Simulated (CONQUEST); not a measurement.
The system is Si2Ni.

```
CELL_PARAMETERS angstrom
3.82262 0.00000 0.00000
0.00000 3.82262 0.00000
0.00000 0.00000 5.40600
ATOMIC_POSITIONS crystal
Ni 0.00000 0.00000 0.00000
Ni 0.50000 0.50000 0.50000
Si 0.00000 0.50000 0.25000
Si 0.50000 0.00000 0.75000
Si 0.00000 0.50000 0.75000
Si 0.50000 0.00000 0.25000
```

```yaml
Program: CONQUEST 1.3
Task: single point
Functional: PBE
Potentials_or_basis: PseudoDojo NC PBE, DZP, grid cutoff 150 Ha
k_mesh: 7 × 7 × 5
Occupations: fermi-dirac, width 0.05 eV
Spin: collinear spin, ferromagnetic start
Starting_moments: "[1.0, 1.0, 0.0, 0.0, 0.0, 0.0] μB"
```

On this cell: pressure 6.8 GPa; largest force zero by symmetry; net moment 0.00 μB per cell; band gap on the k mesh none (metal or under the smearing width).

The same run follows on a disturbed copy (atoms moved at random, drawn with an rms of 0.05 Å):

```xyz
6
Lattice="3.8226 0.0000 0.0000 0.0000 3.8226 0.0000 0.0000 0.0000 5.4060" Properties=species:S:1:pos:R:3 pbc="T T T"
Ni    0.0107    3.8131    0.0401
Ni    1.9220    1.9018    2.7431
Si    0.0708    1.9160    1.3628
Si    1.9821    0.0047    4.0658
Si    0.0153    1.8955    4.0482
Si    1.9266    3.8068    1.3452
```

Task: What does the disturbed cell give?

Result: The energy (extrapolated to zero smearing) moves by +8.1 meV/atom; pressure 7.1 GPa; largest force 0.536 eV/Å; net moment 0.00 μB per cell; band gap on the k mesh none (metal or under the smearing width).

Forces in eV/Å, atoms in the order of the input:
```
Ni   0.355  0.049 -0.398
Ni   0.355  0.049 -0.398
Si  -0.487 -0.154  0.082
Si  -0.487 -0.154  0.082
Si   0.140  0.094  0.317
Si   0.140  0.094  0.317
```

Caveats: the box holds several primitive cells, so bands are folded and the points are those of the box's own zone; the basis of atomic orbitals isn't converged, which shifts pressures, moduli and gaps.
